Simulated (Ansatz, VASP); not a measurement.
Fe: VASP beside Ansatz

```
Fe
1.0
    -1.37460    1.37460    1.37460
     1.37460   -1.37460    1.37460
     1.37460    1.37460   -1.37460
Fe
1
Direct
  0.00000 0.00000 0.00000
```

Alike in both runs: task single point; functional LDA; k mesh 16 × 16 × 16; occupations methfessel-paxton of order 1, width 0.01 eV; collinear spin.

|  | VASP | Ansatz |
| --- | --- | --- |
| version | VASP 6.6.1 | Ansatz 0.2.0 |
| potentials or method | VASP PAW LDA potentials, release 64 (Fe) | plane waves (420 eV) with PAW, scalar-relativistic |
| plane-wave cutoff (eV) | 520 | 420 |
| valence electrons in the cell | 8 | 16 |

VASP gave:

```
pressure (GPa)                                                : -0.9
net moment per atom (μB)                                      : 1.95
size of the moment on the site where the two differ most (μB) : 1.91
```

Problem. Estimate Ansatz's values.

Solution. Pressure (GPa): -0.6; net moment per atom (μB): 1.94; size of the moment on the site where the two differ most (μB): 1.94.

Site moments also hang on the region over which each program counts them. The two sets of potentials don't hold the same shells in valence. Ansatz warned: «pseudo_functional_mismatch».
